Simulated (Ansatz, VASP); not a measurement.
**One calculation of SrO, two programs**

File INCAR:

```
SYSTEM = SrO
ALGO = Fast
EDIFF = 1E-6
ENCUT = 520
ISIF = 2
ISMEAR = 0
LASPH = .TRUE.
LCHARG = .FALSE.
LREAL = .FALSE.
LWAVE = .FALSE.
NBANDS = 24
NELM = 100
PREC = Accurate
SIGMA = 0.05
```

The input KPOINTS:

```
k-points
0
G
  9 9 6
  0 0 0
```

Contents of POSCAR:

```
SrO
1.0
    4.2754662656      0.0000000000      0.0000000000
   -2.1377331328      3.7026623990      0.0000000000
    0.0000000000      0.0000000000      5.1555949900
Sr O
2 2
Direct
    0.3333333333      0.6666666667      0.9381277000
    0.6666666667      0.3333333333      0.4381277000
    0.3333333333      0.6666666667      0.4368723000
    0.6666666667      0.3333333333      0.9368723000
```

Input for Ansatz:

```yaml
crystal:
  lattice:
    - [4.2754662656, 0.0, 0.0]
    - [-2.1377331328, 3.702662399, 0.0]
    - [0.0, 0.0, 5.15559499]
  atoms:
    - { symbol: Sr, position: [0.3333333333, 0.6666666667, 0.9381277] }
    - { symbol: Sr, position: [0.6666666667, 0.3333333333, 0.4381277] }
    - { symbol: O, position: [0.3333333333, 0.6666666667, 0.4368723] }
    - { symbol: O, position: [0.6666666667, 0.3333333333, 0.9368723] }
basis:
  ecutwfc: 420
kpoints:
  mp_grid: { grid: [9, 9, 6] }
hamiltonian:
  xc: lda
scf:
  occupations: { method: gaussian, width: 0.05 }
output:
  forces: true
  stress: true
  eigenvalues: true
```

Measurements of this composition are mostly on another form, of space group No. 225.

Alike in both runs: task single point; functional LDA; k mesh 9 × 9 × 6; occupations gaussian, width 0.05 eV; no spin polarisation.

|  | VASP | Ansatz |
| --- | --- | --- |
| version | VASP 6.6.1 | Ansatz 0.2.0 |
| potentials or method | VASP PAW LDA potentials, release 64 (Sr_sv, O) | scalar-relativistic, plane waves, PAW |
| plane-wave cutoff (eV) | 520 | 420 |
| valence electrons in the cell | 32 | 32 |

|  | VASP | Ansatz | Ansatz less VASP |
| --- | --- | --- | --- |
| gap on the k mesh at the Fermi level (eV) | 2.45 | 2.46 | +0.009 |
| least direct gap on the mesh (eV) | 2.45 | 2.46 | +0.009 |
| pressure (GPa) | -4.0 | -4.5 | -0.54 |
| largest component of the traceless stress (GPa) | 0.35 | 0.36 | +0.013 |
| rms of the force components (eV/Å) | 0.007 | 0.006 | -0.0006 |

Atom by atom the forces differ by 0.001 eV/Å (rms over components).

Caveats: an odd mesh through Γ misses points on the zone boundary, where band edges often lie.
